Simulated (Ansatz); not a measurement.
The cell is PtSe2 (started from an entry of an open crystallographic database); cell and atoms were relaxed with r2SCAN+rVV10. It is trigonal, P-3m1 (No. 164); conventional cell a = 3.729 Å, c = 5.277 Å, 21.18 Å³ an atom. Pt has 6 Se at 2.51 Å; Se has 3 Pt at 2.51 Å.

```
Pt Se
1.0
     3.72866    0.00000    0.00000
    -1.86433    3.22911    0.00000
     0.00000    0.00000    5.27703
Pt Se
1 2
Direct
  0.00000 0.00000 0.00000
  0.33333 0.66667 0.24622
  0.66667 0.33333 0.75378
```

The questions ask for values computed with Ansatz 0.2.0 on this geometry. No magnetic order and no zero-point or thermal motion.

Given (12×12×6 mesh): r2SCAN gives no gap: the lowest nominally empty band dips 0.04 eV below the top of the last filled one (its bottom at k = (0, 1/4, 1/3), the top at Γ), so the cell is a metal or semimetal at this level.

Task: What does LDA give for the gap (12×12×6 mesh)?

Result: With LDA the bands overlap by 0.22 eV (counted from 1, band 25 peaks at Γ and band 26 bottoms out at K–Γ (0.10 of the way from K)): no gap.

Task: Estimate the gap with PBE on 12×12×6.

Result: PBE gives no gap: the lowest nominally empty band dips 0.16 eV below the top of the last filled one (its bottom at K–Γ (0.10 of the way from K), the top at Γ), so the cell is a metal or semimetal at this level.

Task: What does PBE+SOC give for the gap (12×12×6 mesh)?

Result: PBE+SOC gives no gap: the lowest nominally empty band dips 0.21 eV below the top of the last filled one (its bottom at K, the top at Γ), so the cell is a metal or semimetal at this level. Spin-orbit coupling itself accounts for -0.05 eV.

Task: Estimate the gap with HSE06 on 6×6×4.

Result: HSE06 gives an indirect gap of 0.10 eV, from Γ to k = (0, 1/4, 1/3); the least direct gap is 1.00 eV at k = (0, 1/4, 1/3).

Task: What do these levels agree on?

Result: The levels disagree on the kind of gap: indirect with HSE06; no gap with LDA, PBE, PBE+SOC, r2SCAN.

Only the levels marked +SOC include spin-orbit coupling.

Where an edge lies off the special points, it is a point of the mesh or the k point where a search put PBE's edge or least direct gap, reused for the other functionals, whose own edges may lie a little apart.

Coordinates of k points refer to the reciprocal vectors of the primitive cell of the runs.

The meshes of the hybrids are coarse, so their gaps aren't converged to the digits shown.

Set aside, since their points miss a band edge that the other levels read or their mesh is too coarse: PBE0.
